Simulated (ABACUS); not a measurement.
Al: equation of state with PBE

Crystal: Al.

```xyz
2
Lattice="2.8125 0.0000 0.0000 -1.4062 2.4357 0.0000 0.0000 0.0000 4.8669" Properties=species:S:1:pos:R:3 pbc="T T T"
Al    0.0000    1.6238    1.2167
Al    1.4062    0.8119    3.6501
```

This isn't the form of Al at room conditions, which is fcc.

* Program: ABACUS 3.10.1
* Task: equation of state
* Functional: PBE
* Potentials or basis: PseudoDojo NC SR 0.4.1 PBE standard
* Cutoff: 558 eV
* Density cutoff: 2231 eV
* Basis: plane waves
* k mesh: 11 × 11 × 6
* Occupations: fermi-dirac, width 0.05 eV
* Spin: no spin polarisation
* Radial cutoff of the potentials (pseudo_rcut): 10 bohr
* SCF threshold on the density: 1e-08
* Max SCF steps: 100
* Eigensolver: dav
* Mixing: broyden
* Mixing share: 0.7
* Symmetry key: 1
* Bands: 7

The equilibrium volume is 16.66 Å³/atom. The bulk modulus at fixed shape and positions is 76 GPa. The pressure derivative of the bulk modulus is 4.4.

Energy against volume, from the lowest point:
```
volume (Å³/atom)  energy (meV/atom)
          15.669              15.51
          16.003               6.55
          16.336               1.51
          16.669               0.00
          17.003               1.66
          17.336               6.15
          17.670              13.19
```

All runs of the series together: 16 s on 4 threads of Intel(R) Xeon(R) Platinum 8259CL CPU @ 2.50GHz (Skylake/Cascade Lake) (shared host).

Caveat: the cell was scaled at fixed shape and fractional positions, which overstates the stiffness of a crystal with free parameters, most of all of layers and chains.
